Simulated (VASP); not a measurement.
# Tl (P6_3/mmc) in VASP: a series of runs

The runs below take Tl through relaxation of cell and atoms, with PBEsol.

All numbers are computed with VASP 6.6.1; they aren't measurements. Logs are shortened: lines on timing, memory, paths and dates and some standing lists are left out, and cuts for length are marked.

## (1) The structure

The structure is hexagonal, space group P6_3/mmc (No. 194). The conventional cell has a = 3.456 Å, b = 3.456 Å, c = 5.525 Å, α = 90.00°, β = 90.00°, γ = 120.00°. Tl (site symmetry -6m2) has 12 Tl at 3.41 to 3.46 Å as nearest neighbours.

## (2) Relaxation of cell and atoms, PBEsol

Contents of INCAR:

```
SYSTEM = Tl
  PREC = Accurate
  ENCUT = 600
  EDIFF = 1E-6
  ISMEAR = 1
  SIGMA = 0.1
  LREAL = .FALSE.
  LASPH = .TRUE.
  NELM = 80
  ALGO = Normal
  ISIF = 3
  LWAVE = .FALSE.
  LCHARG = .FALSE.
  GGA = PS
  IBRION = 2
  NSW = 90
  EDIFFG = -0.01
  KPAR = 2
```

Contents of KPOINTS:

```
regular mesh
0
G
  12 12 7
  0 0 0
```

Contents of POSCAR:

```
Tl
1.0
    3.4560000000      0.0000000000      0.0000000000
   -1.7280000000      2.9929837955      0.0000000000
    0.0000000000      0.0000000000      5.5250000000
Tl
2
Direct
    0.3333333333      0.6666666667      0.2500000000
    0.6666666667      0.3333333333      0.7500000000
```

Potentials or basis: VASP PAW PBE potentials, release 64 (Tl_d).

Run with:

```sh
cat potpaw_PBE.64/Tl_d/POTCAR > POTCAR
mpirun -np 2 vasp_std > vasp.out
```

OUTCAR:

```text
SYSTEM = Tl
   PREC = Accurate
   ENCUT = 600
   EDIFF = 1E-6
   ISMEAR = 1
   LREAL = .FALSE.
   LASPH = .TRUE.
   NELM = 80
   ISIF = 3
   GGA = PS
   IBRION = 2
   NSW = 90
   EDIFFG = -0.01

 ion  position               nearest neighbor table
   1  0.333  0.667  0.250-   2 3.41   2 3.41   2 3.41   2 3.41   2 3.41   2 3.41
   2  0.667  0.333  0.750-   1 3.41   1 3.41   1 3.41   1 3.41   1 3.41   1 3.41

  LATTYP: Found a hexagonal cell.
 ALAT       =     3.4560000000
 C/A-ratio  =     1.5986689815

  Lattice vectors:

 A1 = (   3.4560000000,   0.0000000000,   0.0000000000)
 A2 = (  -1.7280000000,   2.9929837955,   0.0000000000)
 A3 = (   0.0000000000,   0.0000000000,   5.5250000000)

Analysis of symmetry for initial positions (statically):
=====================================================================
 Subroutine PRICEL returns:
 Original cell was already a primitive cell.

 Routine SETGRP: Setting up the symmetry group for a
 hexagonal supercell.

 Subroutine GETGRP returns: Found 24 space group operations
 (whereof 12 operations were pure point group operations)
 out of a pool of 24 trial point group operations.

The static configuration has the point symmetry D_3d.
 The point group associated with its full space group is D_6h.

Analysis of symmetry for dynamics (positions and initial velocities):
=====================================================================
 Subroutine PRICEL returns:
 Original cell was already a primitive cell.

 Routine SETGRP: Setting up the symmetry group for a
 hexagonal supercell.

 Subroutine GETGRP returns: Found 24 space group operations
 (whereof 12 operations were pure point group operations)
 out of a pool of 24 trial point group operations.

The dynamic configuration has the point symmetry D_3d.
 The point group associated with its full space group is D_6h.

 Subroutine INISYM returns: Found 24 space group operations
 (whereof 12 operations are pure point group operations),
 and found     1 'primitive' translations

----------------------------------------------------------------------------------------

                                     Primitive cell

  volume of cell :      57.1492

  direct lattice vectors                    reciprocal lattice vectors
     3.456000000  0.000000000  0.000000000     0.289351852  0.167057370  0.000000000
    -1.728000000  2.992983795  0.000000000     0.000000000  0.334114739  0.000000000
     0.000000000  0.000000000  5.525000000     0.000000000  0.000000000  0.180995475

  length of vectors
     3.456000000  3.456000000  5.525000000     0.334114739  0.334114739  0.180995475

  position of ions in fractional coordinates (direct lattice)
     0.333333333  0.666666667  0.250000000
     0.666666667  0.333333333  0.750000000

  ion indices of the primitive-cell ions
   primitive index   ion index
                 1           1
                 2           2

----------------------------------------------------------------------------------------

 KPOINTS: regular mesh

Automatic generation of k-mesh.
 Grid dimensions read from file:
 generate k-points for:   12   12    7

 Generating k-lattice:

  Cartesian coordinates                     Fractional coordinates (reciprocal lattice)
     0.024112654  0.013921447  0.000000000     0.083333333 -0.000000000  0.000000000
     0.000000000  0.027842895  0.000000000     0.000000000  0.083333333  0.000000000
     0.000000000  0.000000000  0.025856496     0.000000000  0.000000000  0.142857143

  Length of vectors
     0.027842895  0.027842895  0.025856496

  Shift w.r.t. Gamma in fractional coordinates (k-lattice)
     0.000000000  0.000000000  0.000000000

 Subroutine IBZKPT returns following result:
 ===========================================

 Found     76 irreducible k-points:

 Following reciprocal coordinates:
            Coordinates               Weight
  0.000000  0.000000  0.000000      1.000000
  0.083333 -0.000000  0.000000      6.000000
  0.166667 -0.000000  0.000000      6.000000
  0.250000 -0.000000  0.000000      6.000000
  0.333333  0.000000  0.000000      6.000000
  0.416667 -0.000000  0.000000      6.000000
[... 16 lines left out ...]
  0.250000 -0.000000  0.142857     12.000000
  0.333333  0.000000  0.142857     12.000000
 [... further k-points ...]
   k-points           NKPTS =     76   k-points in BZ     NKDIM =     76   number of bands    NBANDS=     17
   number of dos      NEDOS =    301   number of ions     NIONS =      2
   total plane-waves  NPLWV =  37632
   dimension x,y,z NGX =    28 NGY =   28 NGZ =   48
   dimension x,y,z NGXF=    56 NGYF=   56 NGZF=   96
   ions per type =               2
   NGX,Y,Z   is equivalent  to a cutoff of  13.47, 13.47, 14.44 a.u.
   NGXF,Y,Z  is equivalent  to a cutoff of  26.94, 26.94, 28.89 a.u.
 SYSTEM =  Tl
   PREC   = accura    normal or accurate (medium, high low for compatibility)
   ISTART =      0    job   : 0-new  1-cont  2-samecut
   ICHARG =      2    charge: 1-file 2-atom 10-const
   ISPIN  =      1    spin polarized calculation?
   LNONCOLLINEAR =      F non collinear calculations
   LSORBIT =      F    spin-orbit coupling
   LASPH  =      T    aspherical Exc in radial PAW
   ENCUT  =  600.0 eV  44.10 Ry    6.64 a.u.   6.90  6.90 11.03*2*pi/ulx,y,z
   NELM   =     80;   NELMIN=  2; NELMDL= -5     # of ELM steps
   EDIFF  = 0.1E-05   stopping-criterion for ELM
   LREAL  =      F    real-space projection
   EDIFFG = -.1E-01   stopping-criterion for IOM
   NSW    =     90    number of steps for IOM
   IBRION =      2    ionic relax: 0-MD 1-quasi-New 2-CG
   NFREE  =      1    steps in history (QN), initial steepest desc. (CG)
   ISIF   =      3    stress and relaxation
   ISYM   =      2    0-nonsym 1-usesym 2-fastsym
   POTIM  = 0.5000    time-step for ionic-motion
   TEBEG  =    0.0;   TEEND  =   0.0 temperature during run
   PSTRESS=    0.0 pullay stress
   NELECT =      26.0000    total number of electrons
   NUPDOWN=      -1.0000    fix difference up-down
   EMIN   =  10.00;   EMAX   =-10.00  energy-range for DOS
   EFERMI =   0.00;   METHOD = LEGACY
   ISMEAR =     1;   SIGMA  =   0.10  broadening in eV -4-tet -1-fermi 0-gaus
   EFERMI_NEDOS =   21; number of points for ismear=-14 and -15
   IALGO  =     38    algorithm
   IMIX   =      4    mixing-type and parameters
     AMIX     =   0.40;   BMIX     =  1.00
     AMIX_MAG =   1.60;   BMIX_MAG =  1.00
  volume/ion in A,a.u.               =      28.57       192.83
  Fermi-wavevector in a.u.,A,eV,Ry     =   1.259107  2.379366 21.569987  1.585349
  Thomas-Fermi vector in A             =   2.392683
   LORBIT       =      0    0 simple, 1 ext, 2 COOP (PROOUT), +10 PAW based schemes
   GGA     = PS    functional components
   LHFCALC =     F    Hartree Fock is set to
   AEXX    =    0.0000 exact exchange contribution
   IVDW    =     0    specifies the selected vdW correction
   LEPSILON=     F    determine dielectric tensor
   LRPA    =     F    only Hartree local field effects (RPA)
 conjugate gradient relaxation of ions
 non-spin polarized calculation
 Methfessel and Paxton  Order N= 1 SIGMA  =   0.10
  energy-cutoff  :      600.00
  volume of cell :       57.15
 maximum number of plane-waves:      1923
 NGX is ok and might be reduce to    28
   NGX = 13   NGY = 13   NGZ = 23

--------------------------------------- Ionic step        1  -------------------------------------------

 number of electron      25.9999999 magnetization

 Free energy of the ion-electron system (eV)
  ---------------------------------------------------
  ext. energy  EPLUGINS =         0.00000000
  ---------------------------------------------------
  free energy    TOTEN  =        -5.25613838 eV

  energy without entropy =       -5.25717613  energy(sigma->0) =       -5.25648430

------------------------ aborting loop because EDIFF is reached ----------------------------------------

  FORCE on cell =-STRESS in cart. coord.  units (eV):
  Direction    XX          YY          ZZ          XY          YZ          ZX
  --------------------------------------------------------------------------------------
  -------------------------------------------------------------------------------------
  Total        0.1544884      0.1544884     -0.3496335      0.0000000     -0.0000000      0.0000000
  in kB        4.3310792      4.3310792     -9.8019664      0.0000000     -0.0000000      0.0000000
  external PRESSURE =      -0.3799360 kB  Pullay stress =       0.0000000 kB
[... 237 lines left out ...]
  energy  without entropy=       -5.2638853248  energy(sigma->0) =       -5.26383480

--------------------------------------- Ionic step        8  -------------------------------------------

 number of electron      25.9999997 magnetization

 Free energy of the ion-electron system (eV)
  ---------------------------------------------------
  ext. energy  EPLUGINS =         0.00000000
  ---------------------------------------------------
  free energy    TOTEN  =        -5.26387486 eV

  energy without entropy =       -5.26391380  energy(sigma->0) =       -5.26388784

 E-fermi :   6.3639     XC(G=0): -10.3466

 val. band max:        6.2578815490   @ k =   0.3333   0.0000   0.4286
 cond. band min:       6.3705790519   @ k =   0.2500   0.2500   0.2857
 fundamental gap:      0.1126975028
 Fermi energy:         6.3638893859

 k-point     1 :       0.0000    0.0000    0.0000
  band No.  band energies     occupation
      1      -5.3929      2.00000
      2      -5.1324      2.00000
      3      -5.1324      2.00000
      4      -5.1121      2.00000
      5      -5.0778      2.00000
      6      -5.0778      2.00000
[... 9 lines left out ...]
     16      15.9530      0.00000
     17      15.9530      0.00000
[... 443 lines left out ...]
      1      -5.4314      2.00000
      2      -5.3310      2.00000
      3      -5.1908      2.00000
      4      -5.1871      2.00000
      5      -5.0070      2.00000
      6      -4.9578      2.00000
[... 9 lines left out ...]
     16      10.6233      0.00000
     17      13.1066      0.00000

 [... further k-points ...]

------------------------ aborting loop because EDIFF is reached ----------------------------------------

  FORCE on cell =-STRESS in cart. coord.  units (eV):
  Direction    XX          YY          ZZ          XY          YZ          ZX
  --------------------------------------------------------------------------------------
  -------------------------------------------------------------------------------------
  Total        0.0012759      0.0012759      0.0183151      0.0000000     -0.0000000      0.0000000
  in kB        0.0356196      0.0356196      0.5113056      0.0000000     -0.0000000      0.0000000
  external PRESSURE =       0.1941816 kB  Pullay stress =       0.0000000 kB
[... 17 lines left out ...]
  FREE ENERGIE OF THE ION-ELECTRON SYSTEM (eV)
  ---------------------------------------------------
  free  energy   TOTEN  =        -5.2638748561 eV

  energy  without entropy=       -5.2639137984  energy(sigma->0) =       -5.26388784

 reached required accuracy - stopping structural energy minimisation
```

Run time: 68 s. Hardware: 2 MPI ranks of Intel Xeon 6975P-C (Granite Rapids), shared host; peak memory 0.24 GiB.

Results:

| Quantity | Value |
| --- | --- |
| Free energy | -5.2639 eV |
| Relaxed volume | 28.70 Å³/atom |
| Relaxed cell | a = 3.513 Å, b = 3.513 Å, c = 5.369 Å, α = 90.00°, β = 90.00°, γ = 120.00° |
| Space group after relaxing (to 0.05 Å) | P6_3/mmc (No. 194) |
| Energy gained by relaxing | 3.9 meV/atom |
| Ionic steps | 8 |
| Pressure after relaxing | 0.0 GPa |
| Band gap on the k mesh | none (metal or under the smearing width) |

The path:
```tsv
step	energy change (eV)	largest force (eV/Å)	pressure (GPa)	volume (Å³)
1	0.0000	0.0000	-0.04	57.15
2	-0.0036	0.0000	0.04	57.09
3	-0.0066	0.0000	0.19	57.00
4	-0.0043	0.0000	0.51	56.78
5	-0.0073	0.0000	0.26	56.94
6	-0.0073	0.0000	0.30	56.92
7	-0.0077	0.0000	-0.10	57.57
8	-0.0077	0.0000	0.02	57.39
```

Final structure:
```yaml
crystal:
  lattice:
    - [3.51312, 0.00000, 0.00000]
    - [-1.75656, 3.04245, 0.00000]
    - [0.00000, 0.00000, 5.36938]
  atoms:
    - { symbol: Tl, position: [0.33333, 0.66667, 0.25000] }
    - { symbol: Tl, position: [0.66667, 0.33333, 0.75000] }
```

Caveat: the PAW data sets were made with another functional, which shifts forces and pressure a little. Zero-point motion and thermal expansion aren't in these numbers.

[end of part 1 of 2]
